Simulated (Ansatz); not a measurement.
Si (diamond): a single-point calculation in Ansatz (HSE06). The cell was relaxed with r2SCAN and then strained (epitaxial -3.0 % in the xy plane, free normal strain +2.19 %), with the atoms relaxed again with r2SCAN; k points keep the names of the unstrained zone.

```yaml
crystal:
  lattice:
    - [0.0, 2.6404553288, 2.7816622993]
    - [2.6404553288, 0.0, 2.7816622993]
    - [2.6404553288, 2.6404553288, 0.0]
  atoms:
    - { symbol: Si, position: [0.0, 0.0, 0.0] }
    - { symbol: Si, position: [0.25, 0.25, 0.25] }
kpoints:
  mp_grid: { grid: [6, 6, 6] }
  band_path:
    path:
      - [0.0, 0.0, 0.0]
      - [0.5, 0.0, 0.5]
      - [0.625, 0.25, 0.625]
      - [0.375, 0.375, 0.75]
      - [0.5, 0.5, 0.5]
      - [0.5, 0.25, 0.75]
      - [0.0, 0.421875, 0.421875]
    npoints: 1
hamiltonian:
  xc: hse06
scf:
  occupations: { method: fixed }
  n_extra_bands: 4
output:
  forces: true
  stress: true
  eigenvalues: true
  write_density: true
  write_potential: true
  elf: true
  volumetric_format: npy
```

In the abridged output below, numbers in square brackets stand for lines, or ends of lines, that were taken out.
```
scf.n_extra_bands = 4 over 4 filled bands (N_el = 8.0): the run solves 8 bands
Pseudopotential: Si, paw, valence charge 4, recommended cutoff 420 eV (normal)
Functional definition: HSE06
Crystal: 2 atoms, lattice volume = 38.788 Å³
Basis set: ecut = 420 eV, 757 PW (Γ)
Symmetry: 16 space group operations
Space group: I41/amd (ITA 141)
k-points: 30 of 216
Exchange kernel: α = 0.2500, screened, ω = 0.2079 Å⁻¹, Wigner–Seitz truncation, v(0) = 1046.3156 eV·Å³, q-mesh 6×6×6
hybrid outer 1: dexx = +2.961e-3 eV, tail = 5.19e-6 eV
hybrid outer 2: dexx = +2.304e-8 eV, tail = 1.75e-8 eV, Δε = 8.86e-4 eV
hybrid SCF converged: 2 outer / 7 inner (+3 warm-up)
Free energy (F): -1272.525448 eV
[1]
--- Stress (GPa, compression-positive) ---
        5.875338       0.000000       0.000000
        0.000000       5.875338       0.000000
        0.000000       0.000000      -0.142398
  P = ⅓ Tr σ = 3.8694 GPa (38.694 kbar)
--- Band table (eV; the first three rows and the last of 30) ---
[2]
```

The rows of the band table are 0: (0, 0, 0) = Γ, 1: (0, 0, 1/6), 2: (0, 0, 1/3), 29: (-1/2, -1/2, 0) = X.

Problem. What stood in the gaps? They hold the Fermi energy and the band table.

Solution.
```
[1]
Fermi energy:    6.380620 eV
[2]
  k-point 0: bands = [-7.2888, 5.9593, 6.3806, 6.3806, 9.5237, 9.5237, 9.7013, 10.9078]
  k-point 1: bands = [-6.8769, 3.6443, 5.5730, 5.9367, 9.3822, 10.2657, 10.3416, 12.9363]
  k-point 2: bands = [-5.7130, 0.2605, 4.8713, 5.3823, 8.7291, 10.4692, 10.7478, 15.2095]
  k-point 29: bands = [-2.7737, -2.7737, 3.3086, 3.3086, 7.7506, 7.7506, 18.0702, 18.0702]
```
The trailing digits, and the zero of the energies, depend on the potentials and thresholds.

HSE06 gives an indirect gap of 0.77 eV, from Γ to Γ–X (0.84 of the way from Γ); the least direct gap is 3.14 eV at Γ. Edges are sought over the mesh and the listed points. With the atoms held, the mean pressure is +3.9 GPa (compression positive). The stress of a hybrid is loosely converged here.

Wall time 13 s on 1 × NVIDIA H100 80GB HBM3 with 2 threads of AMD EPYC 7R13 Processor (Zen 3), on a shared host, load about 3.6 per core; peak host memory 1.9 GiB.

Calculated for a static, non-magnetic cell.

The meshes of the hybrids are coarse, so their gaps aren't converged to the digits shown.
